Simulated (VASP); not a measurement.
CuAu:

```
CELL_PARAMETERS angstrom
2.81075 0.00000 0.00000
0.00000 2.81075 0.00000
0.00000 0.00000 3.68500
ATOMIC_POSITIONS crystal
Cu 0.48673 0.49799 0.50784
Au 0.02239 0.00778 0.97690
```

The cell isn't the ideal one: atoms shaken by about 0.1 Å, then relaxed with the cell.

- Program: VASP 6.6.1
- Task: relaxation of cell and atoms
- Functional: PBEsol
- Potentials or basis: VASP PAW PBE potentials, release 64 (Cu, Au)
- Cutoff: 600 eV
- k mesh: 8 × 8 × 6
- Occupations: fermi-dirac, width 0.05 eV
- Spin: no spin polarisation

At the start: pressure -1.9 GPa; volume 14.56 Å³/atom.

Question: How do energy, volume and symmetry change on relaxing?

Answer: Over 41 steps the energy falls by 37.2 meV/atom and the volume is 14.25 Å³/atom (-2.1 %); space group P4/mmm (No. 123, to 0.05 Å).

Step by step:
| step | energy change (eV) | largest force (eV/Å) | pressure (GPa) | volume (Å³) |
| --- | --- | --- | --- | --- |
| 1 | 0.0000 | 0.8461 | -1.90 | 29.11 |
| 3 | -0.0574 | 0.2039 | 3.04 | 28.05 |
| 5 | -0.0667 | 0.1406 | -1.42 | 28.87 |
| 7 | -0.0719 | 0.0875 | -0.26 | 28.58 |
| 9 | -0.0724 | 0.0898 | 0.31 | 28.51 |
| 11 | -0.0734 | 0.0283 | -0.62 | 28.62 |
| 13 | -0.0738 | 0.0438 | 0.10 | 28.49 |
| 15 | -0.0742 | 0.0110 | 0.21 | 28.50 |
| 17 | -0.0742 | 0.0049 | 0.22 | 28.50 |
| 19 | -0.0742 | 0.0051 | -0.07 | 28.50 |
| 21 | -0.0743 | 0.0115 | 0.34 | 28.48 |
| 23 | -0.0743 | 0.0228 | 0.09 | 28.50 |
| 25 | -0.0743 | 0.0208 | 0.14 | 28.50 |
| 27 | -0.0743 | 0.0085 | -0.47 | 28.54 |
| 29 | -0.0743 | 0.0153 | -0.31 | 28.52 |
| 31 | -0.0743 | 0.0145 | -0.31 | 28.52 |
| 33 | -0.0743 | 0.0131 | -0.09 | 28.52 |
| 35 | -0.0744 | 0.0048 | -0.28 | 28.50 |
| 37 | -0.0744 | 0.0046 | -0.12 | 28.49 |
| 39 | -0.0744 | 0.0040 | 0.28 | 28.49 |
| 41 | -0.0744 | 0.0035 | 0.04 | 28.49 |

Final structure:
```
CELL_PARAMETERS angstrom
2.84768 0.00000 -0.00029
-0.00003 2.84726 -0.00004
-0.00099 -0.00032 3.51409
ATOMIC_POSITIONS crystal
Cu 0.50448 0.50287 0.49243
Au 0.00464 0.00290 0.99232
```

Caveat: the PAW data sets were made with another functional, which shifts forces and pressure a little.
